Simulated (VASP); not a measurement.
## TiTe2: relaxation of cell and atoms with PBE+TS-HI+U

Crystal: TiTe2.

```
Ti Te
1.0
     3.02557    0.00000    0.00000
     0.00000    3.02557    0.00000
     0.00000    0.00000    9.30163
Ti Te
1 2
Direct
  0.00000 0.00000 0.00000
  0.00000 0.00000 0.29431
  0.00000 0.00000 0.70569
```

The cell was built by a generator and needn't be a form met in nature.

```
Program                : VASP 6.6.1
Task                   : relaxation of cell and atoms
Functional             : PBE
Dispersion             : TS-HI
Potentials or basis    : VASP PAW PBE potentials, release 54 (Ti, Te)
Cutoff                 : 580 eV
k mesh                 : 9 × 9 × 3
Occupations            : gaussian, width 0.1 eV
Spin                   : no spin polarisation
Hubbard terms          : Ti d U = 5.3 eV, J = 0.5 eV
LDAUTYPE               : 1
Hund's J               : 0.5
Optimiser              : LBFGS
Further INCAR settings : ALGO = Normal; EDIFF = 1.00e-07
```

```yaml
Relaxed_volume: 31.51 Å³/atom
Relaxed_cell: a = 3.130 Å, b = 3.130 Å, c = 9.648 Å, α = 90.00°, β = 90.00°, γ = 90.00°
Space_group_after_relaxing_to_0.05_Å: P4/mmm (No. 123)
Energy_gained_by_relaxing: 44.1 meV/atom
Ionic_steps: 13
Pressure_after_relaxing: 0.0 GPa
Largest_force_after_relaxing: 0.006 eV/Å
Band_gap_on_the_k_mesh: none (metal or under the smearing width)
Hirshfeld_charges: Ti +0.08; Te -0.04 e
Dispersion_energy_per_atom: -0.283 eV
```

Forces in eV/Å, atoms in the order of the input:
```
Ti   0.000  0.000  0.000
Te   0.000  0.000  0.006
Te   0.000  0.000 -0.006
```

The path:
```tsv
step	energy change (eV)	largest force (eV/Å)	pressure (GPa)	volume (Å³)
1	0.0000	0.3393	5.22	85.15
2	-0.0380	0.2464	4.25	86.28
3	-0.1230	0.1104	0.47	91.72
4	-0.1248	0.1284	0.16	92.38
5	-0.1260	0.1200	-0.03	92.93
6	-0.1268	0.0866	-0.08	93.29
7	-0.1277	0.0520	-0.04	93.36
8	-0.1285	0.0239	0.06	93.25
9	-0.1291	0.0027	0.17	93.12
10	-0.1300	0.0140	0.26	93.11
11	-0.1313	0.0254	0.30	93.42
12	-0.1322	0.0164	0.18	94.04
13	-0.1323	0.0058	0.04	94.53
```

Final structure:
```yaml
crystal:
  lattice:
    - [3.13023, 0.00000, 0.00000]
    - [0.00000, 3.13023, 0.00000]
    - [0.00000, 0.00000, 9.64782]
  atoms:
    - { symbol: Ti, position: [0.00000, 0.00000, 0.00000] }
    - { symbol: Te, position: [0.00000, 0.00000, 0.29041] }
    - { symbol: Te, position: [0.00000, 0.00000, 0.70959] }
```

Levels at points of the mesh, in eV from the Fermi level:
| k point | band 6 | band 7 | band 8 | band 9 | band 10 | band 11 |
| --- | --- | --- | --- | --- | --- | --- |
| (0.00, 0.00, 0.00) | -1.11 | 1.14 | 1.64 | 1.64 | 1.95 | 1.95 |

Eigenvalues of the final occupation matrices:
```csv
site,spin,trace,eigenvalues
site 1 d,1,1.05,0.03 0.03 0.08 0.45 0.47
site 1 d,2,1.05,0.03 0.03 0.08 0.45 0.47
```

Wall time 22 min on 1 thread of Intel(R) Xeon(R) Platinum 8259CL CPU @ 2.50GHz (Skylake/Cascade Lake), with other jobs on the host, peak memory 0.25 GiB.

Caveat: U without spin polarisation on a metal has little footing; the U is typed as a test and isn't derived for this compound. The run has no spin-orbit coupling, so splittings on Te are missing.
